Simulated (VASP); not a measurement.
# Os (Fm-3m) in VASP: further runs, part 2 of 2

VASP 6.6.1. The steps go on from the part before.

### Step 3. Relaxation of cell and atoms, LAK

Input file INCAR:

```
  PREC = Accurate
  ENCUT = 600
  EDIFF = 1E-6
  ISMEAR = 1
  SIGMA = 0.1
  LREAL = F
  LASPH = T
  NELM = 60
  ALGO = Normal
  ISIF = 3
  LWAVE = F
  LCHARG = F
  METAGGA = LAK
  LMIXTAU = T
  IBRION = 2
  NSW = 60
  EDIFFG = -0.01
```

Input file KPOINTS:

```
regular mesh
0
Gamma
  12 12 12
```

Input file POSCAR:

```
Os
1.0
    0.0000000000      1.9450000000      1.9450000000
    1.9450000000      0.0000000000      1.9450000000
    1.9450000000      1.9450000000      0.0000000000
Os
1
Direct
    0.0000000000      0.0000000000      0.0000000000
```

Potentials or basis: VASP PAW PBE potentials, release 64 (Os).

Command:

```console
cat potpaw_PBE.64/Os/POTCAR > POTCAR
mpirun -np 1 vasp_std > vasp.out
```

OUTCAR:

```text
PREC = Accurate
   ENCUT = 600
   EDIFF = 1E-6
   ISMEAR = 1
   LREAL = F
   LASPH = T
   NELM = 60
   ISIF = 3
   METAGGA = LAK
   IBRION = 2
   NSW = 60
   EDIFFG = -0.01

 ion  position               nearest neighbor table
   1  0.000  0.000  0.000-

  LATTYP: Found a face centered cubic cell.
 ALAT       =     3.8900000000

  Lattice vectors:

 A1 = (   0.0000000000,   1.9450000000,   1.9450000000)
 A2 = (   1.9450000000,   0.0000000000,   1.9450000000)
 A3 = (   1.9450000000,   1.9450000000,   0.0000000000)

Analysis of symmetry for initial positions (statically):
=====================================================================
 Subroutine PRICEL returns:
 Original cell was already a primitive cell.

 Routine SETGRP: Setting up the symmetry group for a
 face centered cubic supercell.

 Subroutine GETGRP returns: Found 48 space group operations
 (whereof 48 operations were pure point group operations)
 out of a pool of 48 trial point group operations.

The static configuration has the point symmetry O_h .

Analysis of symmetry for dynamics (positions and initial velocities):
=====================================================================
 Subroutine PRICEL returns:
 Original cell was already a primitive cell.

 Routine SETGRP: Setting up the symmetry group for a
 face centered cubic supercell.

 Subroutine GETGRP returns: Found 48 space group operations
 (whereof 48 operations were pure point group operations)
 out of a pool of 48 trial point group operations.

The dynamic configuration has the point symmetry O_h .

 Subroutine INISYM returns: Found 48 space group operations
 (whereof 48 operations are pure point group operations),
 and found     1 'primitive' translations

----------------------------------------------------------------------------------------

                                     Primitive cell

[... 115 lines left out ...]
   AEXX    =    0.0000 exact exchange contribution
   IVDW    =     0    specifies the selected vdW correction
   LEPSILON=     F    determine dielectric tensor
   LRPA    =     F    only Hartree local field effects (RPA)
 conjugate gradient relaxation of ions
 non-spin polarized calculation
 Methfessel and Paxton  Order N= 1 SIGMA  =   0.10
  energy-cutoff  :      600.00
  volume of cell :       14.72
 maximum number of plane-waves:       531
 NGX is ok and might be reduce to    24
   NGX = 11   NGY = 11   NGZ = 11

--------------------------------------- Ionic step        1  -------------------------------------------

 number of electron       8.0000000 magnetization

 Free energy of the ion-electron system (eV)
  ---------------------------------------------------
  ext. energy  EPLUGINS =         0.00000000
  ---------------------------------------------------
  free energy    TOTEN  =        49.02263122 eV

  energy without entropy =       49.02272100  energy(sigma->0) =       49.02266115

------------------------ aborting loop because EDIFF is reached ----------------------------------------

  FORCE on cell =-STRESS in cart. coord.  units (eV):
  Direction    XX          YY          ZZ          XY          YZ          ZX
  --------------------------------------------------------------------------------------
  -------------------------------------------------------------------------------------
  Total       -0.8943436     -0.8943436     -0.8943436      0.0000000      0.0000000      0.0000000
  in kB      -97.3702276    -97.3702276    -97.3702276      0.0000000      0.0000000      0.0000000
  external PRESSURE =     -97.3702276 kB  Pullay stress =       0.0000000 kB
[... 22 lines left out ...]
--------------------------------------- Ionic step        2  -------------------------------------------

 number of electron       8.0000000 magnetization

 E-fermi :  10.6944     XC(G=0): -16.5877

 val. band max:       10.6387363244   @ k =  -0.3333   0.4167   0.0833
 cond. band min:      10.6969033154   @ k =  -0.4167   0.5000   0.0833
 fundamental gap:      0.0581669911
 Fermi energy:        10.6943987798

 k-point     1 :       0.0000    0.0000    0.0000
  band No.  band energies     occupation
      1      -1.8447      2.00000
      2       7.0909      2.00000
      3       7.0909      2.00000
      4       7.0909      2.00000
      5      10.7103      0.73423
      6      10.7103      0.73423
      7      25.4327      0.00000
      8      32.3427      0.00000
[... 322 lines left out ...]
--------------------------------------- Ionic step        4  -------------------------------------------

 number of electron       8.0000000 magnetization

 Free energy of the ion-electron system (eV)
  ---------------------------------------------------
  ext. energy  EPLUGINS =         0.00000000
  ---------------------------------------------------
  free energy    TOTEN  =        49.01091421 eV

  energy without entropy =       49.01104120  energy(sigma->0) =       49.01095654

 E-fermi :   9.0619     XC(G=0): -15.7618

 val. band max:        9.0402854261   @ k =   0.0000   0.0000   0.0000
 cond. band min:       9.1056584476   @ k =  -0.4167   0.3333   0.0000
 fundamental gap:      0.0653730215
 Fermi energy:         9.0618987995

 k-point     1 :       0.0000    0.0000    0.0000
  band No.  band energies     occupation
      1      -2.4161      2.00000
      2       5.9849      2.00000
      3       5.9849      2.00000
      4       5.9849      2.00000
      5       9.0403      1.35651
      6       9.0403      1.35651
      7      23.9550      0.00000
      8      30.1984      0.00000
[... 281 lines left out ...]
  FREE ENERGIE OF THE ION-ELECTRON SYSTEM (eV)
  ---------------------------------------------------
  free  energy   TOTEN  =        49.0109142144 eV

  energy  without entropy=       49.0110412039  energy(sigma->0) =       49.01095654

 reached required accuracy - stopping structural energy minimisation
```

It took 1.9 min on 1 thread of Intel Xeon Platinum 8488C (Sapphire Rapids), shared host; peak memory 0.16 GiB.

What came out:

| Property | Result |
| --- | --- |
| Free energy | 49.0109 eV |
| Relaxed volume | 14.34 Å³/atom |
| Relaxed cell | a = 2.727 Å, b = 2.727 Å, c = 2.727 Å, α = 60.00°, β = 60.00°, γ = 60.00° |
| Space group after relaxing (to 0.05 Å) | Fm-3m (No. 225) |
| Energy gained by relaxing | 11.7 meV/atom |
| Ionic steps | 4 |
| Pressure after relaxing | -0.1 GPa |
| Band gap on the k mesh | none (metal or under the smearing width) |

The path:
```tsv
step	energy change (eV)	largest force (eV/Å)	pressure (GPa)	volume (Å³)
1	0.0000	0.0000	-9.74	14.72
2	0.2048	0.0000	53.36	12.89
3	-0.0117	0.0000	-0.39	14.35
4	-0.0117	0.0000	-0.06	14.34
```

Final structure:
```yaml
crystal:
  lattice:
    - [0.00000, 1.92821, 1.92821]
    - [1.92821, 0.00000, 1.92821]
    - [1.92821, 1.92821, 0.00000]
  atoms:
    - { symbol: Os, position: [0.00000, 0.00000, 0.00000] }
```

Levels at points of the mesh, in eV from the Fermi level:
```
           k point  band 1  band 2  band 3  band 4  band 5  band 6  band 7  band 8
(0.00, 0.00, 0.00)  -11.48   -3.08   -3.08   -3.08   -0.02   -0.02   14.89   21.14
(0.50, 0.00, 0.00)   -8.09   -3.27   -3.27   -0.43    2.48    2.48    9.25   14.56
(0.50, 0.50, 0.00)   -7.82   -7.15    2.10    2.38    3.21    3.21   12.74   12.74
```

Caveat: the PAW data sets were made with another functional, which shifts forces and pressure a little. Spin-orbit coupling is left out, which matters for the levels of Os.

### Step 4. For comparison

An earlier run on the cell as given: functional PBE; potentials or basis VASP PAW PBE potentials, release 64 (Os); cutoff 520 eV; k mesh 12 × 12 × 12; occupations fermi-dirac, width 0.05 eV; no spin polarisation.

- Pressure: -10.3 GPa
- Band gap on the k mesh: none (metal or under the smearing width)

### Step 5. Overview

```tsv
task	level	cell	cutoff (eV)	smearing	gap on the mesh (eV)	pressure (GPa)	relaxed volume (Å³/atom)
relaxation of cell and atoms	r2SCAN	relaxed	600	methfessel-paxton 0.1 eV	none	0.0	14.09
relaxation of cell and atoms	LAK	relaxed	600	methfessel-paxton 0.1 eV	none	-0.1	14.34
single point	PBE	as given	520	fermi-dirac 0.05 eV	none	-10.3	-
```

Alike in all rows: potentials or basis VASP PAW PBE potentials, release 64 (Os); no spin polarisation; k mesh 12 × 12 × 12.

Caveats: the PAW data sets were made with another functional, which shifts forces and pressure a little (some runs).

Total energies depend on the potentials used, so only differences within one code and one set of settings carry meaning.
